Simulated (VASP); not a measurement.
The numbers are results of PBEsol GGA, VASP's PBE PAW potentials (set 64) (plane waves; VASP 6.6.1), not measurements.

A VASP calculation is set up with these files.

**KPOINTS**
```
K-points
0
G
 4 4 4
```

POSCAR:
```
CsPbI3
1
    6.2078278950     0.0000000000    -0.0000000000
   -0.0000000000     6.2078278950    -0.0000000000
    0.0000000000    -0.0000000000     6.2078278950
Cs Pb I
1 1 3
Direct
  0.0000000000   0.0000000000   0.0000000000
  0.5000000000   0.5000000000   0.5000000000
  0.5000000000   0.0000000000   0.5000000000
  0.0000000000   0.5000000000   0.5000000000
  0.5000000000   0.5000000000   0.0000000000
```

### INCAR
```
EDIFFG = -0.02
LWAVE = .FALSE.
LREAL = .FALSE.
ENCUT = 520   # plane-wave cut-off (eV)
NSW = 60
ALGO = Normal   # blocked Davidson
NELM = 100   # most electronic steps
LCHARG = .FALSE.
PREC = Accurate
GGA = PS   # PBEsol
EDIFF = 1E-6   # SCF stop (eV)
SIGMA = 0.05
LMAXMIX = 4   # l cut-off of mixed one-centre charges
LASPH = .TRUE.
SYSTEM = CsPbI3
ISIF = 3   # ions, shape and volume
ISMEAR = 0
IBRION = 2
```

POTCAR, in this order: Cs_sv Pb_d I (PBE.64 set). Program: vasp_std.

What VASP printed:

OSZICAR:
```
       N       E                     dE             d eps       ncg     rms          rms(c)
DAV:   1     0.367701292015E+03    0.36770E+03   -0.17971E+04   520   0.145E+03
DAV:   2     0.284892755546E+02   -0.33921E+03   -0.33142E+03   626   0.308E+02
DAV:   3    -0.134363352235E+02   -0.41926E+02   -0.40856E+02   632   0.119E+02
DAV:   4    -0.152293923059E+02   -0.17931E+01   -0.17905E+01   702   0.310E+01
DAV:   5    -0.152914159853E+02   -0.62024E-01   -0.62009E-01   714   0.451E+00    0.378E+00
DAV:   6    -0.150232176156E+02    0.26820E+00   -0.48491E-01   750   0.493E+00    0.249E+00
DAV:   7    -0.149912203823E+02    0.31997E-01   -0.31681E-01   712   0.291E+00    0.940E-01
DAV:   8    -0.149944746252E+02   -0.32542E-02   -0.41441E-02   604   0.174E+00    0.249E-01
DAV:   9    -0.149947417792E+02   -0.26715E-03   -0.61938E-03   682   0.712E-01    0.786E-02
DAV:  10    -0.149946396843E+02    0.10209E-03   -0.82528E-04   624   0.243E-01    0.381E-02
DAV:  11    -0.149946921748E+02   -0.52491E-04   -0.32101E-04   732   0.125E-01    0.412E-02
DAV:  12    -0.149946918271E+02    0.34772E-06   -0.21594E-05   642   0.262E-02    0.266E-02
DAV:  13    -0.149946906237E+02    0.12034E-05   -0.24475E-06   512   0.132E-02    0.115E-02
DAV:  14    -0.149946900004E+02    0.62335E-06   -0.28724E-06   476   0.132E-02
   1 F= -.14994690E+02 E0= -.14994690E+02  d E =-.149947E+02
       N       E                     dE             d eps       ncg     rms          rms(c)
DAV:   1    -0.151283957753E+02   -0.13371E+00   -0.34517E+00   664   0.192E+01    0.180E+00
DAV:   2    -0.150260191064E+02    0.10238E+00   -0.19829E-01   620   0.459E+00    0.716E-01
DAV:   3    -0.150033261888E+02    0.22693E-01   -0.86789E-02   670   0.266E+00    0.287E-01
DAV:   4    -0.150031872774E+02    0.13891E-03   -0.14685E-03   554   0.264E-01    0.241E-01
DAV:   5    -0.150030264074E+02    0.16087E-03   -0.85409E-04   680   0.210E-01    0.516E-02
DAV:   6    -0.150030167388E+02    0.96686E-05   -0.11964E-04   654   0.111E-01    0.939E-03
DAV:   7    -0.150030181590E+02   -0.14202E-05   -0.94924E-06   568   0.218E-02    0.370E-03
DAV:   8    -0.150030188501E+02   -0.69110E-06   -0.63336E-07   394   0.483E-03
   2 F= -.15003019E+02 E0= -.15003019E+02  d E =-.832885E-02
       N       E                     dE             d eps       ncg     rms          rms(c)
DAV:   1    -0.150113925754E+02   -0.83744E-02   -0.21809E-01   654   0.473E+00    0.457E-01
DAV:   2    -0.150048545495E+02    0.65380E-02   -0.12766E-02   628   0.117E+00    0.181E-01
DAV:   3    -0.150034164945E+02    0.14381E-02   -0.54602E-03   664   0.663E-01    0.712E-02
DAV:   4    -0.150034034782E+02    0.13016E-04   -0.95310E-05   556   0.664E-02    0.580E-02
DAV:   5    -0.150033892032E+02    0.14275E-04   -0.53729E-05   682   0.530E-02    0.132E-02
DAV:   6    -0.150033880434E+02    0.11597E-05   -0.67892E-06   564   0.262E-02    0.184E-03
DAV:   7    -0.150033881482E+02   -0.10481E-06   -0.48743E-07   316   0.511E-03
   3 F= -.15003388E+02 E0= -.15003388E+02  d E =-.869815E-02
```

**OUTCAR**
```
------------------------ aborting loop because EDIFF is reached ----------------------------------------
  FORCE on cell =-STRESS in cart. coord.  units (eV):
  Direction    XX          YY          ZZ          XY          YZ          ZX
  --------------------------------------------------------------------------------------
  Total        0.0039024      0.0039024      0.0039024      0.0000000      0.0000000     -0.0000000
  in kB        0.0254883      0.0254883      0.0254883      0.0000000      0.0000000     -0.0000000
  external PRESSURE =       0.0254883 kB  Pullay stress =       0.0000000 kB
  volume of cell :      245.30
      direct lattice vectors                 reciprocal lattice vectors
     6.259882584 -0.000000000 -0.000000000     0.159747405 -0.000000000 -0.000000000
     0.000000000  6.259882584 -0.000000000     0.000000000  0.159747405  0.000000000
     0.000000000 -0.000000000  6.259882584     0.000000000  0.000000000  0.159747405
 POSITION                                       TOTAL-FORCE (eV/Angst)
 -----------------------------------------------------------------------------------
      0.00000      0.00000      0.00000        -0.000000      0.000000      0.000000
      3.12994      3.12994      3.12994         0.000000     -0.000000      0.000000
      3.12994     -0.00000      3.12994        -0.000000      0.000000      0.000000
      0.00000      3.12994      3.12994        -0.000000      0.000000      0.000000
      3.12994      3.12994     -0.00000        -0.000000      0.000000      0.000000
 -----------------------------------------------------------------------------------
    total drift:                                0.000000     -0.000000     -0.000000
  FREE ENERGIE OF THE ION-ELECTRON SYSTEM (eV)
  ---------------------------------------------------
  free  energy   TOTEN  =       -15.0033881482 eV

  energy  without entropy=      -15.0033881482  energy(sigma->0) =      -15.00338815

 reached required accuracy - stopping structural energy minimisation
```
(Selected blocks of OUTCAR.)

**CONTCAR**
```
CsPbI3
   1.00000000000000
     6.2598825839277055   -0.0000000000000000   -0.0000000000000000
     0.0000000000000000    6.2598825839277055   -0.0000000000000000
     0.0000000000000000   -0.0000000000000000    6.2598825839277055
  Cs              Pb              I
     1     1     3
Direct
     0.0000000000000000    0.0000000000000000    0.0000000000000000
     0.5000000000000000    0.5000000000000000    0.5000000000000000
     0.5000000000000000    0.0000000000000000    0.5000000000000000
     0.0000000000000000    0.5000000000000000    0.5000000000000000
     0.5000000000000000    0.5000000000000000    0.0000000000000000
```

Energy and stress use the plane-wave basis of the starting cell.

The compound is CsPbI3 in the cubic perovskite structure, the ideal cubic form; the compound distorts at low or room temperature. This run relaxes it. Symmetry was kept, so distortions that lower it aren't found. The start is the result of an earlier pass.
